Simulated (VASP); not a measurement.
Sr:

```
Sr
1.0
    -3.70636    3.70636    2.02088
     3.70636   -3.70636    2.02088
     3.70636    3.70636   -2.02088
Sr
2
Direct
  0.00000 0.00000 0.00000
  0.75000 0.25000 0.50000
```

This isn't the form of Sr at room conditions, which is fcc.

- Program: VASP 6.6.1
- Task: relaxation of cell and atoms
- Functional: PBE
- Dispersion: D2
- Potentials or basis: VASP PAW PBE potentials, release 64 (Sr_sv)
- Cutoff: 600 eV
- k mesh: 8 × 8 × 8
- Occupations: fermi-dirac, width 0.05 eV
- Spin: no spin polarisation

At the start: pressure -1.3 GPa; volume 55.52 Å³/atom.

Problem. How do energy, volume and symmetry change on relaxing?

Solution. Over 10 steps the energy falls by 47.4 meV/atom and the volume is 46.06 Å³/atom (-17.0 %); space group I4_1/amd (No. 141, to 0.05 Å).

Step by step:
```tsv
step	energy change (eV)	largest force (eV/Å)	pressure (GPa)	volume (Å³)
1	0.0000	0.0000	-1.34	111.04
2	-0.0543	0.0000	-0.96	103.75
3	-0.0910	0.0000	-0.35	95.27
4	-0.0938	0.0000	0.08	91.51
5	-0.0941	0.0000	-0.04	92.44
6	-0.0941	0.0000	0.00	92.09
7	-0.0947	0.0000	0.03	91.81
8	-0.0947	0.0000	0.04	91.78
9	-0.0947	0.0000	0.02	91.98
10	-0.0947	0.0000	0.00	92.13
```

Final structure:
```
Sr
1.0
    -3.49988    3.49988    1.88032
     3.49988   -3.49988    1.88032
     3.49988    3.49988   -1.88032
Sr
2
Direct
  0.00000 0.00000 0.00000
  0.75000 0.25000 0.50000
```

Caveat: atom-pairwise D2, TS and ULG terms overbind metals; the volume moved by over 15 % at a fixed basis, so the end points are rough; pairwise dispersion overbinds metals, which lowers pressure and volume.
